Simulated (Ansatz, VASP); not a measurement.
## One calculation of PbO, two programs

```
Pb O
1.0
     3.97460    0.00000    0.00000
     0.00000    3.97460    0.00000
     0.00000    0.00000    4.80613
Pb O
2 2
Cartesian
  0.0000 1.9873 1.1810
  1.9873 0.0000 3.6251
  0.0000 0.0000 0.0000
  1.9873 1.9873 0.0000
```

Alike in both runs: functional PBEsol; k mesh 8 × 8 × 6; occupations gaussian, width 0.02 eV; no spin polarisation.

Ansatz relaxed the structure, and its values are those at the end. VASP's run is a single point on that final structure, the one shown.

|  | VASP | Ansatz |
| --- | --- | --- |
| version | VASP 6.6.1 | Ansatz 0.2.0 |
| potentials or method | VASP PAW PBE potentials, release 64 (Pb_d, O) | scalar-relativistic, plane waves, PAW |
| plane-wave cutoff (eV) | 520 | 420 |
| valence electrons in the cell | 40 | 40 |

|  | VASP | Ansatz | Ansatz less VASP |
| --- | --- | --- | --- |
| gap on the k mesh at the Fermi level (eV) | 0.99 | 0.98 | -0.007 |
| least direct gap on the mesh (eV) | 2.05 | 2.05 | -0.002 |
| pressure (GPa) | 1.6 | 1.5 | -0.09 |
| rms of the force components (eV/Å) | 0.020 | 0.001 | -0.0182 |

The functional is the same, so the differences come from potentials, cutoffs and numerics.

Caveats: the PAW data sets were made with another functional, which shifts forces and pressure a little (VASP); spin-orbit coupling is left out, which as a rule narrows the gap of such compounds by several tenths of an eV. A k mesh can miss the band edges. A hybrid or GW would open this gap; PBEsol tends to underestimate it.
